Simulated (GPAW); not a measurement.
## Magnetic state of zigzag Cr chain, bond 2.826 A from several starts

Aim: find out whether zigzag Cr chain, bond 2.826 A carries moments, and which collinear order costs least.

Method: LDA; plane waves with GPAW's PAW setups, scalar-relativistic, in GPAW 26.7.0.

Report form: the programs' logs are mostly left out.

### Step 1. The starting structure

The cell holds 2 atoms: 2 Cr. Its edges and angles: a = 12.000 Å, b = 12.000 Å, c = 3.391 Å, α = 90.0°, β = 90.0°, γ = 90.0°. model lattice. Vacuum lies along a and b. The structure's axis is c.

### Step 2. Order 1, typed as ferro ++

The parallel start comes first: it fits the smallest cell, keeps the most symmetry and shows whether parallel moments form.

Input file order1.py:

```python
import json
import numpy as np
from ase import Atoms
from ase.parallel import paropen, parprint
from gpaw import GPAW

atoms = Atoms(['Cr', 'Cr'],
    cell=[[12.0, 0.0, 0.0],
         [0.0, 12.0, 0.0],
         [0.0, 0.0, 3.3912]],
    scaled_positions=[[0.4058, 0.5, 0.0],
         [0.5942, 0.5, 0.5]],
    pbc=True,
    magmoms=[2.5, 2.5])
atoms.calc = GPAW(mode={'name': 'pw', 'ecut': 550},
    xc='LDA',
    kpts={'size': (1, 1, 8), 'gamma': True},
    occupations={'name': 'fermi-dirac', 'width': 0.005},
    convergence={'density': 1e-05, 'energy': 1e-05},
    maxiter=200,
    mixer={'name': 'pulay', 'beta': 0.1, 'nmaxold': 5, 'weight': 50},
    symmetry={'tolerance': 1e-4},
    txt='order1.txt')
e = atoms.get_potential_energy(force_consistent=True)
res = {'free_energy': e, 'energy_sigma0': atoms.get_potential_energy(), 'fermi_energy': atoms.calc.get_fermi_level()}
res['moments'] = atoms.get_magnetic_moments().tolist()
res['total'] = atoms.get_magnetic_moment()
parprint('site moments (muB):', np.round(res['moments'], 3))
parprint(f"total moment: {res['total']:.3f} muB")
parprint(f'free energy: {e:.6f} eV')
atoms.calc.write('order1.gpw')
with paropen('results.json', 'w') as f:
    json.dump(res, f)
```

Command:

```console
$ OMP_NUM_THREADS=1 python3 order1.py > order1.log
```

Elapsed: 74 s, on 1 MPI rank of Intel Xeon Platinum 8375C at 2.90GHz (Ice Lake), shared host; peak memory 0.31 GiB.

Numbers from this step:

* magnetization: 10.25 μB
* final state: ferromagnetic
* largest moment: 3.929 μB

After 36 cycles the largest moment stands at 3.93 μB.

### Step 3. Start 2: antiferro +-

Another pattern of signs weighs the neighbour shells otherwise.

order2.py is the script of step 2 with these lines changed:

```diff
@@ -13,3 +13,3 @@
     pbc=True,
-    magmoms=[2.5, 2.5])
+    magmoms=[2.5, -2.5])
 atoms.calc = GPAW(mode={'name': 'pw', 'ecut': 550},
@@ -22,3 +22,3 @@
     symmetry={'tolerance': 1e-4},
-    txt='order1.txt')
+    txt='order2.txt')
 e = atoms.get_potential_energy(force_consistent=True)
@@ -30,3 +30,3 @@
 parprint(f'free energy: {e:.6f} eV')
-atoms.calc.write('order1.gpw')
+atoms.calc.write('order2.gpw')
 with paropen('results.json', 'w') as f:
```

Command:

```console
$ OMP_NUM_THREADS=1 python3 order2.py > order2.log
```

Run time: 59 s. Hardware: 1 MPI rank; peak memory 0.3 GiB.

This step gave:

```yaml
magnetization: 0 μB
final_state: antiferromagnetic
largest_moment: 3.787 μB
```

It lies 317 meV a seeded atom under the first start, and its largest moment is 3.79 μB against 3.93 μB.

### Step 4. Run 3 (antiferro q=(0,0,1/2) +-+-)

This order needs a doubled cell of 4 atoms. Its mesh is chosen so that both cells sample the same points.

order3.py is the script of step 3 with these lines changed:

```diff
@@ -6,13 +6,15 @@
 
-atoms = Atoms(['Cr', 'Cr'],
+atoms = Atoms(['Cr', 'Cr', 'Cr', 'Cr'],
     cell=[[12.0, 0.0, 0.0],
          [0.0, 12.0, 0.0],
-         [0.0, 0.0, 3.3912]],
+         [0.0, 0.0, 6.7824]],
     scaled_positions=[[0.4058, 0.5, 0.0],
-         [0.5942, 0.5, 0.5]],
+         [0.4058, 0.5, 0.5],
+         [0.5942, 0.5, 0.25],
+         [0.5942, 0.5, 0.75]],
     pbc=True,
-    magmoms=[2.5, -2.5])
+    magmoms=[2.5, -2.5, 2.5, -2.5])
 atoms.calc = GPAW(mode={'name': 'pw', 'ecut': 550},
     xc='LDA',
-    kpts={'size': (1, 1, 8), 'gamma': True},
+    kpts={'size': (1, 1, 4), 'gamma': True},
     occupations={'name': 'fermi-dirac', 'width': 0.005},
@@ -22,3 +24,3 @@
     symmetry={'tolerance': 1e-4},
-    txt='order2.txt')
+    txt='order3.txt')
 e = atoms.get_potential_energy(force_consistent=True)
@@ -30,3 +32,3 @@
 parprint(f'free energy: {e:.6f} eV')
-atoms.calc.write('order2.gpw')
+atoms.calc.write('order3.gpw')
 with paropen('results.json', 'w') as f:
```

Command:

```console
$ OMP_NUM_THREADS=1 python3 order3.py > order3.log
```

Wall time 3 min (1 MPI rank); peak memory 0.49 GiB.

Spin moment in the augmentation sphere by atom:

```tsv
atom	spin moment in the augmentation sphere (μB)
Cr1	3.83
Cr2	-3.83
Cr3	3.83
Cr4	-3.83
```

Read from the output:

| Quantity | Value |
| --- | --- |
| magnetization | 0 μB |
| final state | antiferromagnetic |

It lies 196 meV a seeded atom under the first start, and its largest moment is 3.83 μB against 3.93 μB.

### Step 5. Run 4 (no spin polarisation)

A run without seeds gives the energy of the state without moments.

Input file nospin.py:

```python
import json
import numpy as np
from ase import Atoms
from ase.parallel import paropen, parprint
from gpaw import GPAW

atoms = Atoms(['Cr', 'Cr'],
    cell=[[12.0, 0.0, 0.0],
         [0.0, 12.0, 0.0],
         [0.0, 0.0, 3.3912]],
    scaled_positions=[[0.4058, 0.5, 0.0],
         [0.5942, 0.5, 0.5]],
    pbc=True)
atoms.calc = GPAW(mode={'name': 'pw', 'ecut': 550},
    xc='LDA',
    kpts={'size': (1, 1, 8), 'gamma': True},
    occupations={'name': 'fermi-dirac', 'width': 0.005},
    convergence={'density': 1e-05, 'energy': 1e-05},
    maxiter=200,
    mixer={'name': 'pulay', 'beta': 0.1, 'nmaxold': 5, 'weight': 50},
    symmetry={'tolerance': 1e-4},
    txt='nospin.txt')
e = atoms.get_potential_energy(force_consistent=True)
res = {'free_energy': e, 'energy_sigma0': atoms.get_potential_energy(), 'fermi_energy': atoms.calc.get_fermi_level()}
parprint(f'free energy: {e:.6f} eV')
atoms.calc.write('nospin.gpw')
with paropen('results.json', 'w') as f:
    json.dump(res, f)
```

Command:

```console
$ OMP_NUM_THREADS=1 python3 nospin.py > nospin.log
```

It took 36 s on 1 MPI rank; peak memory 0.24 GiB.

Read from the output:

| Property | Result |
| --- | --- |
| final state | non-magnetic (no spin polarisation) |

It lies 1994 meV a seeded atom over the first start.

### Step 6. An attempt with other settings

A slip in the input shows what the program catches and what it lets pass.

Input file run.py:

```python
import json
import numpy as np
from ase import Atoms
from ase.parallel import paropen, parprint
from gpaw import GPAW

atoms = Atoms(['Cr', 'Cr'],
    cell=[[12.0, 0.0, 0.0],
         [0.0, 12.0, 0.0],
         [0.0, 0.0, 3.3912]],
    scaled_positions=[[0.4058, 0.5, 0.0],
         [0.5942, 0.5, 0.5]],
    pbc=True,
    magmoms=[2.5, 2.5])
atoms.calc = GPAW(mode={'name': 'pw', 'ecut': 550},
    xc='LDA',
    kpts={'size': (0, 1, 8), 'gamma': True},
    occupations={'name': 'fermi-dirac', 'width': 0.005},
    convergence={'density': 1e-05, 'energy': 1e-05},
    maxiter=100,
    mixer={'name': 'pulay', 'beta': 0.1, 'nmaxold': 5, 'weight': 50},
    symmetry={'tolerance': 1e-4},
    txt='run.txt')
e = atoms.get_potential_energy(force_consistent=True)
res = {'free_energy': e, 'energy_sigma0': atoms.get_potential_energy(), 'fermi_energy': atoms.calc.get_fermi_level()}
res['moments'] = atoms.get_magnetic_moments().tolist()
res['total'] = atoms.get_magnetic_moment()
parprint('site moments (muB):', np.round(res['moments'], 3))
parprint(f"total moment: {res['total']:.3f} muB")
parprint(f'free energy: {e:.6f} eV')
atoms.calc.write('run.gpw')
with paropen('results.json', 'w') as f:
    json.dump(res, f)
```

Command:

```console
$ OMP_NUM_THREADS=1 python3 run.py > run.log
```

Run time: 1.4 s. Hardware: 1 MPI rank; peak memory 0.11 GiB.

The input was rejected at the start.

The program's message: “ZeroDivisionError: float division by zero”

The fault put into the input: a mesh with a zero.

Each count of the mesh must be at least 1.

### Step 7. Ranking

These are free energies at a smearing of 0.005 eV, so its entropy term is in the differences. They are divided by the number of seeded atoms, so that cells of unlike size compare. Wavevectors q in the names are fractions of the reciprocal vectors of the first run's cell.

Orders:

```tsv
start	final state	typed order kept	energy over the lowest (meV a seeded atom)	largest site moment (μB)	net moment (μB a primitive cell)	mesh matched	CPU time (s)
ferro ++	ferromagnetic	yes	317.2	3.929	10.25	yes	73.67
antiferro +-	antiferromagnetic	yes	0	3.787	0	yes	59.29
antiferro q=(0,0,1/2) +-+-	antiferromagnetic	yes	121.4	3.83	0	yes	178
no spin polarisation	non-magnetic	-	2311	0	0	yes	35.45
```

### Step 8. Outcome

```json
{
  "lowest state found": "antiferromagnetic (typed antiferro +-)",
  "largest site moment": "3.79 μB",
  "next state": "antiferromagnetic, 121 meV a seeded atom higher",
  "energy gained by spin polarisation": "2311 meV a seeded atom"
}
```

In words: The lowest state found is antiferromagnetic, reached from the start antiferro +-, with moments up to 3.79 μB. The next state costs 121 meV a seeded atom. This is the lowest of 4 finished starts, no proof of the ground state.

[Logs and program files are shortened in this print: banners, set-up blocks, solver, clock and traceback lines can be left out without a mark of their own.]

[Logs are printed without paths, hosts, clocks, repeated set-up lines and the standing remarks that a program may print on its own settings, such as how far it seeks lower states.]

[Hosts, paths, dates, database ids (printed as entryN), source tags and the programs' standing remarks are cut or masked in the printed files.]

[Where a cell is said to come from a database of computed structures, the database is the Materials Project.]
